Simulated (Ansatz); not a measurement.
This script for Ansatz's Python interface starts 3 runs on KNbO₃, space group Pm-3m. What input does the engine get in each?

`lattice_knbo3.py`:
```python
from dataclasses import dataclass
import logging
import sys

import ansatz as az
import numpy as np

logging.basicConfig(stream=sys.stdout, format='[%(levelname)s] %(message)s')
log = logging.getLogger('calc')
log.setLevel(logging.INFO)


@dataclass(frozen=True)
class RunConfig:
    mesh: tuple[int, ...] = (5, 5, 5)
    smearing: str = 'Fixed'


cfg = RunConfig()

def edges_and_angles(cell):
    cell = np.asarray(cell)
    a, b, c = np.linalg.norm(cell, axis=1)
    cosines = cell[1] @ cell[2] / (b * c), cell[0] @ cell[2] / (a * c), cell[0] @ cell[1] / (a * b)
    return (a, b, c, *np.degrees(np.arccos(cosines)))


def main() -> None:
    lattice = az.Lattice.of(
        [4.029183, 0.0, 0.0],
        [0.0, 4.029183, 0.0],
        [0.0, 0.0, 4.029183],
    )
    sites = [
        ('K', [0.0, 0.0, 0.0]),
        ('Nb', [0.5, 0.5, 0.5]),
        ('O', [0.0, 0.5, 0.5]),
        ('O', [0.5, 0.0, 0.5]),
        ('O', [0.5, 0.5, 0.0]),
    ]
    crystal = az.Crystal(lattice=lattice)
    for symbol, position in sites:
        crystal = crystal.atom(symbol, position)

    base = (
        crystal.calculation()
        .kpoints(mesh=cfg.mesh)
        .occupations(cfg.smearing)
        .basis(31 * az.Ry)
        .relax(cell=True, max_steps=60)
    )

    levels = [('pbe', 'd3bj'), ('r2scan', 'rvv10'), ('r2scan', 'none')]
    log.info('level            a       b       c    alpha   beta  gamma  V/atom  steps')
    for name, dispersion in levels:
        seen = []
        run = base.functional(name, dispersion=dispersion).session().plan()
        res = run.execute(on_event=lambda e: seen.append(e) if e['event'] == 'relax_step' else None)
        cell = res.lattice.cell_ang
        label = name if dispersion == 'none' else f'{name}+{dispersion}'
        print('{:13s} {:7.4f} {:7.4f} {:7.4f} {:6.2f} {:6.2f} {:6.2f}'.format(label, *edges_and_angles(cell)), f'{abs(np.linalg.det(cell)) / len(res.lattice.sites):7.3f} {len(seen):5d}')


if __name__ == '__main__':
    main()
```

Run 1:
```yaml
crystal:
  lattice:
    - [4.029183, 0.0, 0.0]
    - [0.0, 4.029183, 0.0]
    - [0.0, 0.0, 4.029183]
  atoms:
    - { symbol: K, position: [0.0, 0.0, 0.0] }
    - { symbol: Nb, position: [0.5, 0.5, 0.5] }
    - { symbol: O, position: [0.0, 0.5, 0.5] }
    - { symbol: O, position: [0.5, 0.0, 0.5] }
    - { symbol: O, position: [0.5, 0.5, 0.0] }
basis:
  ecutwfc: 421.77648681281397
kpoints:
  mp_grid:
    grid: [5, 5, 5]
hamiltonian:
  xc: pbe
  dispersion: d3bj
scf:
  occupations:
    method: fixed
relax:
  max_steps: 60
  cell: {}
```

Run 2, against run 1:
```diff
-  xc: pbe
-  dispersion: d3bj
+  xc: r2scan
+  dispersion: rvv10
```

Run 3, against run 1:
```diff
-  xc: pbe
-  dispersion: d3bj
+  xc: r2scan
+  dispersion: none
```

```console
$ python lattice_knbo3.py
[INFO] level            a       b       c    alpha   beta  gamma  V/atom  steps
pbe+d3bj       4.0039  4.0039  4.0039  90.00  90.00  90.00  12.838     6
DeckWarning: basis.ecutwfc = 421.77648681281397 eV is below the records' recommended 500 eV, and the density's cutoff is lower with it unless basis.ecutrho_ratio is high enough to keep the records' density cutoff: compare with a run at a higher cutoff
r2scan+rvv10   3.9873  3.9873  3.9873  90.00  90.00  90.00  12.678     7
r2scan         3.9963  3.9963  3.9963  90.00  90.00  90.00  12.764     6
```
(Warnings from the package without file and line.)

From smallest to largest: r2SCAN+RVV10 (12.68 Å³ an atom, -3.1 % against the start), r2SCAN (12.76 Å³ an atom, -2.4 % against the start) and PBE+D3BJ (12.84 Å³ an atom, -1.9 % against the start). The spread is 1.3 % in volume.

Notes:
- The cutoff lies under the one recommended for these potentials in some of the runs.
- No spin polarisation was allowed.
- Forces vanish by symmetry, so the ions can't move, and the end may be a saddle.
- This is a high-temperature or high-pressure form, not the ambient phase.
- The structure comes from a database of computed cells and needn't be a stable or known phase.
- It ran for 40 s on 1 thread of Arm Neoverse V2, on a shared host, peak memory 0.57 GiB.
